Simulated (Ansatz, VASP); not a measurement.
## Pd in VASP and in Ansatz

```
CELL_PARAMETERS angstrom
0.00000 1.83600 1.83600
1.83600 0.00000 1.83600
1.83600 1.83600 0.00000
ATOMIC_POSITIONS crystal
Pd 0.00000 0.00000 0.00000
```

Change from the starting cell: volume scaled by 0.85, LAPW.

Alike in both runs: task single point; functional PBEsol; k mesh 19 × 19 × 19; occupations fermi-dirac, width 0.05 eV; no spin polarisation.

```csv
,VASP,Ansatz
version,VASP 6.6.1,Ansatz 0.2.0
potentials or method,"VASP PAW PBE potentials, release 64 (Pd), cutoff 520 eV","all-electron LAPW, scalar-relativistic"
```

```csv
,VASP,Ansatz,Ansatz less VASP
pressure (GPa),50.7,51.2,+0.55
```

Ansatz ran all-electron here, so the differences hold the error of VASP's frozen core and of both bases.

Caveats: so large a pressure means that the cell lies far from this level's equilibrium, or that cutoff or potentials fall short (VASP); the potentials were made for another functional, which shifts forces and pressure (VASP).
